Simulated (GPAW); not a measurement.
Wanted: an ASE script for a GPAW 26.7.0 run.

| Quantity | Value |
| --- | --- |
| Task | single point |
| Functional | PBE |
| Potentials or basis | GPAW PAW data sets (gpaw-data 1.2.1) |
| Cutoff | 450 eV |
| Basis | pw |
| k mesh | 8 × 8 × 2 |
| Occupations | fermi-dirac, width 0.05 eV |
| Spin | no spin polarisation |
| Maxiter | 120 |
| Convergence | default |

Crystal: MoSe2.

```
Mo Se
1.0
     3.28800    0.00000    0.00000
    -1.64400    2.84749    0.00000
     0.00000    0.00000   12.90000
Mo Se
2 4
Direct
  0.66667 0.33333 0.75000
  0.33333 0.66667 0.25000
  0.66667 0.33333 0.37500
  0.33333 0.66667 0.87500
  0.66667 0.33333 0.12500
  0.33333 0.66667 0.62500
```

The input as run:

run.py

```python
from ase import Atoms
from ase.dft.bandgap import bandgap
from ase.io import write
from ase.units import GPa
from gpaw import GPAW, PW

atoms = Atoms(['Mo', 'Mo', 'Se', 'Se', 'Se', 'Se'],
              cell=[[3.288, 0.0, 0.0],
                    [-1.644, 2.8474915276, 0.0],
                    [0.0, 0.0, 12.9]],
              scaled_positions=[[0.6666666667, 0.3333333333, 0.75],
                                [0.3333333333, 0.6666666667, 0.25],
                                [0.6666666667, 0.3333333333, 0.375],
                                [0.3333333333, 0.6666666667, 0.875],
                                [0.6666666667, 0.3333333333, 0.125],
                                [0.3333333333, 0.6666666667, 0.625]],
              pbc=True)

calc = GPAW(mode=PW(450),
            xc='PBE',
            kpts={'size': (8, 8, 2), 'gamma': True},
            occupations={'name': 'fermi-dirac', 'width': 0.05},
            nbands=46,
            maxiter=120,
            txt='gpaw.txt')
atoms.calc = calc
energy = atoms.get_potential_energy()
forces = atoms.get_forces()
stress = atoms.get_stress()
calc.write('gs.gpw')
write('result.traj', atoms)
print(f'Energy: {energy:.6f} eV')
print('Forces (eV/A):')
print(forces.round(4))
print('Stress (GPa):', (stress / GPa).round(3))
print('Fermi level:', round(calc.get_fermi_level(), 4), 'eV')
print(f'Gap: {bandgap(calc)[0]:.4f} eV, direct: {bandgap(calc, direct=True)[0]:.4f} eV')
```

Potentials or basis: GPAW PAW data sets (gpaw-data 1.2.1), pw.

The run is started by

```console
$ OMP_NUM_THREADS=1 python run.py
```

It gave:

The pressure is 7.7 GPa and the largest force is 1.100 eV/Å. The band gap on the k mesh is 0.93 eV, indirect (least direct gap 1.62 eV).

Caveat: the cutoff is short for stress and forces, so pressures can be off by a GPa or more; the cell's inner coordinates are idealised or old, which leaves forces on the atoms; this functional lacks dispersion, which binds the layers, so the pressure and a relaxed spacing across them are unreliable.

Run time: 56 s on 1 thread of Arm Neoverse V1, with other jobs on the host, peak memory 0.21 GiB.
